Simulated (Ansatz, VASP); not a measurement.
ZnS: VASP beside Ansatz

Contents of POSCAR:

```
ZnS
1.0
    3.8074180658      0.0000000000      0.0000000000
   -1.9037090329      3.2973207678      0.0000000000
    0.0000000000      0.0000000000      6.2459874042
Zn S
2 2
Direct
    0.3333333333      0.6666666667      0.0003473313
    0.6666666667      0.3333333333      0.5003473313
    0.3333333333      0.6666666667      0.3746526687
    0.6666666667      0.3333333333      0.8746526687
```

The input INCAR.step1:

```
PREC = Accurate
ENCUT = 520
ISMEAR = 0
SIGMA = 0.01
LREAL = F
LASPH = T
NELM = 150
MAGMOM = 0 0 0 0 0 0 0 0 0 0 0 0
LSORBIT = T
GGA_COMPAT = F
NBANDS = 50
GGA = PE
ALGO = Normal
EDIFF = 1E-4
LWAVE = T
LCHARG = F
```

File INCAR.step2:

```
PREC = Accurate
ENCUT = 520
EDIFF = 1E-6
ISMEAR = 0
SIGMA = 0.01
LREAL = F
LASPH = T
NELM = 150
ALGO = Normal
ISIF = 2
LWAVE = F
LCHARG = F
MAGMOM = 0 0 0 0 0 0 0 0 0 0 0 0
LORBIT = 11
LSORBIT = T
GGA_COMPAT = F
LORBMOM = T
METAGGA = R2SCAN
LMIXTAU = T
NBANDS = 50
ISTART = 1
```

KPOINTS

```
Automatic mesh
0
Gamma
  6 6 4
```

Input for Ansatz:

```yaml
crystal:
  lattice:
    - [3.8074180658, 0.0, 0.0]
    - [-1.9037090329, 3.2973207678, 0.0]
    - [0.0, 0.0, 6.2459874042]
  atoms:
    - { symbol: Zn, position: [0.3333333333, 0.6666666667, 0.0003473313] }
    - { symbol: Zn, position: [0.6666666667, 0.3333333333, 0.5003473313] }
    - { symbol: S, position: [0.3333333333, 0.6666666667, 0.3746526687] }
    - { symbol: S, position: [0.6666666667, 0.3333333333, 0.8746526687] }
basis:
  ecutwfc: 500
kpoints:
  mp_grid: { grid: [6, 6, 4] }
  band_path:
    path:
      - [0.0, 0.0, 0.0]
      - [0.0, 0.0, 0.0]
      - [0.5, 0.0, 0.0]
      - [0.5, 0.0, 0.3594435891]
      - [0.3333333333, 0.3333333333, 0.0]
      - [0.0, 0.0, 0.5]
      - [0.0072716329, -0.0036358164, 0.0]
      - [-0.0072716329, 0.0036358164, 0.0]
      - [0.0, 0.0, 0.0119289572]
      - [0.0, 0.0, -0.0119289572]
      - [0.0072716329, -0.0036358164, 0.0]
      - [-0.0072716329, 0.0036358164, 0.0]
      - [0.0, 0.0, 0.0119289572]
      - [0.0, 0.0, -0.0119289572]
    npoints: 1
hamiltonian:
  xc: r2scan
  pseudopotentials: { kind: paw_fr, azcp: { folder: soft_1 } }
scf:
  occupations: { method: fixed }
  n_extra_bands: 12
output:
  eigenvalues: true
magnetization:
  noncollinear: true
  spin_orbit: true
```

Alike in both runs: task single point; functional r2SCAN; k mesh 6 × 6 × 4; non-collinear spin, spin-orbit coupling.

|  | VASP | Ansatz |
| --- | --- | --- |
| version | VASP 6.6.1 | Ansatz 0.2.0 |
| potentials or method | VASP PAW PBE potentials, release 64 (Zn, S) | plane waves, PAW |
| plane-wave cutoff (eV) | 520 | 500 |
| occupations | gaussian, width 0.01 eV | fixed |
| valence electrons in the cell | 36 | 36 |

|  | VASP | Ansatz | Ansatz less VASP |
| --- | --- | --- | --- |
| gap on the k mesh at the Fermi level (eV) | 2.77 | 2.75 | -0.012 |
| least direct gap on the mesh (eV) | 2.77 | 2.75 | -0.012 |
| net moment per atom (μB) | 0.00 | 0.00 | 0.000 |
